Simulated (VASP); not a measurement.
# Hf (Im-3m) in VASP: further runs, part 2 of 2

VASP 6.6.1.

## 3. Single point, r2SCAN

INCAR reads:

```
SYSTEM = Hf
ADDGRID = .False.
ALGO = Normal
EDIFF = 1E-7
ENCUT = 500
ISIF = 2
ISMEAR = 1
LASPH = .True.
LCHARG = .False.
LMIXTAU = .True.
LREAL = .False.
LWAVE = .False.
METAGGA = R2SCAN
NELM = 100
PREC = Accurate
SIGMA = 0.1
```

KPOINTS reads:

```
k-points
0
Gamma
  13 13 13
  0 0 0
```

POSCAR reads:

```
Hf
1.0
   -1.8050000000      1.8050000000      1.8050000000
    1.8050000000     -1.8050000000      1.8050000000
    1.8050000000      1.8050000000     -1.8050000000
Hf
1
Direct
    0.0000000000      0.0000000000      0.0000000000
```

Potentials or basis: VASP PAW PBE potentials, release 64 (Hf).

On the command line:

```sh
$ cat potpaw_PBE.64/Hf/POTCAR > POTCAR
$ mpirun -np 1 vasp_std > vasp.out
```

OUTCAR:

```text
SYSTEM = Hf
   EDIFF = 1E-7
   ENCUT = 500
   ISIF = 2
   ISMEAR = 1
   LASPH = .True.
   LREAL = .False.
   METAGGA = R2SCAN
   NELM = 100
   PREC = Accurate

 Found     84 irreducible k-points:

 Following reciprocal coordinates:
            Coordinates               Weight
  0.000000  0.000000  0.000000      1.000000
  0.076923  0.000000  0.000000     12.000000
  0.153846  0.000000  0.000000     12.000000
  0.230769  0.000000  0.000000     12.000000
  0.307692  0.000000  0.000000     12.000000
  0.384615  0.000000  0.000000     12.000000
   k-points           NKPTS =     84   k-points in BZ     NKDIM =     84   number of bands    NBANDS=      6
   number of dos      NEDOS =    301   number of ions     NIONS =      1
   total plane-waves  NPLWV =  13824
   dimension x,y,z NGX =    24 NGY =   24 NGZ =   24
   dimension x,y,z NGXF=    48 NGYF=   48 NGZF=   48
   ions per type =               1
   NGX,Y,Z   is equivalent  to a cutoff of  12.76, 12.76, 12.76 a.u.
   NGXF,Y,Z  is equivalent  to a cutoff of  25.52, 25.52, 25.52 a.u.
 SYSTEM =  Hf
   PREC   = accura    normal or accurate (medium, high low for compatibility)
   ISTART =      0    job   : 0-new  1-cont  2-samecut
   ICHARG =      2    charge: 1-file 2-atom 10-const
   ISPIN  =      1    spin polarized calculation?
   LNONCOLLINEAR =      F non collinear calculations
   LSORBIT =      F    spin-orbit coupling
   LASPH  =      T    aspherical Exc in radial PAW
   ENCUT  =  500.0 eV  36.75 Ry    6.06 a.u.   5.70  5.70  5.70*2*pi/ulx,y,z
[... 50 lines left out ...]
 E-fermi :   4.4319     XC(G=0): -11.4421

 val. band max:        4.4286342280   @ k =   0.1538   0.1538   0.0769
 cond. band min:       4.4382770890   @ k =  -0.3846  -0.4615   0.0769
 fundamental gap:      0.0096428610
 Fermi energy:         4.4318536908

 k-point     1 :       0.0000    0.0000    0.0000
  band No.  band energies     occupation
      1      -2.7595      2.00000
      2       6.0976     -0.00000
      3       6.0976     -0.00000
      4       6.0976     -0.00000
      5       8.7546      0.00000
      6       8.7546      0.00000
[... 37 lines left out ...]
 k-point     6 :       0.3846    0.0000    0.0000
  band No.  band energies     occupation
      1       0.7488      2.00000
      2       4.2933      2.06455
      3       4.7340     -0.00017
      4       8.6435      0.00000
      5       9.2975      0.00000
      6      10.5338      0.00000

 [... further k-points ...]
[... 5 lines left out ...]
  --------------------------------------------------------------------------------------
  -------------------------------------------------------------------------------------
  Total       -1.1569507     -1.1569507     -1.1569507      0.0000000      0.0000000     -0.0000000
  in kB      -78.8013836    -78.8013836    -78.8013836      0.0000000      0.0000000     -0.0000000
  external PRESSURE =     -78.8013836 kB  Pullay stress =       0.0000000 kB

 VOLUME and BASIS-vectors are now :
 -----------------------------------------------------------------------------
  energy-cutoff  :      500.00
  volume of cell :       23.52
      direct lattice vectors                 reciprocal lattice vectors
    -1.805000000  1.805000000  1.805000000     0.000000000  0.277008310  0.277008310
     1.805000000 -1.805000000  1.805000000     0.277008310  0.000000000  0.277008310
     1.805000000  1.805000000 -1.805000000     0.277008310  0.277008310  0.000000000

 POSITION                                       TOTAL-FORCE (eV/Angst)
 -----------------------------------------------------------------------------------
      0.00000      0.00000      0.00000         0.000000      0.000000      0.000000
 -----------------------------------------------------------------------------------
    total drift:                               -0.000000      0.000000      0.000000

  FREE ENERGIE OF THE ION-ELECTRON SYSTEM (eV)
  ---------------------------------------------------
  free  energy   TOTEN  =       -44.8662764514 eV

  energy  without entropy=      -44.8652101562  energy(sigma->0) =      -44.86592102
```

stdout:

```text
POSCAR found type information on POSCAR Hf
 POSCAR found :  1 types and       1 ions
 scaLAPACK will be used
 -----------------------------------------------------------------------------
|                                                                             |
|                                                                             |
|     You enforced a specific xc type in the INCAR file but a different       |
|     I HOPE YOU KNOW WHAT YOU ARE DOING!                                     |
|                                                                             |
 -----------------------------------------------------------------------------

 LDA part: xc-table for (None), standard interpolation
 POSCAR, INCAR and KPOINTS ok, starting setup
 FFT: planning ... GRIDC
 FFT: planning ... GRID_SOFT
 FFT: planning ... GRID
 WAVECAR not read
 entering main loop
```

It took 47 s on 1 thread of Intel Xeon Platinum 8488C (Sapphire Rapids), shared host; peak memory 0.14 GiB.

These settings aren't checked as converged: the numbers below hold their error.

Results:

- Free energy: -44.8663 eV
- Pressure: -7.9 GPa
- Band gap on the k mesh: none (metal or under the smearing width)

Caveat: the PAW data sets were made with another functional, which shifts forces and pressure a little.
